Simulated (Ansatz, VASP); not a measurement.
# One calculation of Sb, two programs

```
Sb
1.0
     2.15060    1.24165    3.74400
    -2.15060    1.24165    3.74400
     0.00000   -2.48330    3.74400
Sb
2
Direct
  0.23364 0.23364 0.23364
  0.76636 0.76636 0.76636
```

Alike in both runs: task single point; functional PBEsol; k mesh 9 × 9 × 9; occupations fermi-dirac, width 0.05 eV; no spin polarisation.

```csv
,VASP,Ansatz
version,VASP 6.6.1,Ansatz 0.2.0
potentials or method,"VASP PAW PBE potentials, release 64 (Sb), cutoff 520 eV","all-electron LAPW, scalar-relativistic"
```

Ansatz gave:

| Quantity | Value |
| --- | --- |
| pressure (GPa) | 0.4 |
| largest component of the traceless stress (GPa) | 0.33 |
| rms of the force components (eV/Å) | 0.083 |

Task: Which values does VASP return?

Result: Pressure (GPa): 0.6; largest component of the traceless stress (GPa): 0.38; rms of the force components (eV/Å): 0.116.

Atom by atom the forces differ by 0.033 eV/Å (rms over components). Ansatz ran all-electron here, so the differences hold the error of VASP's frozen core and of both bases.

Caveats: the PAW data sets were made with another functional, which shifts forces and pressure a little (VASP).
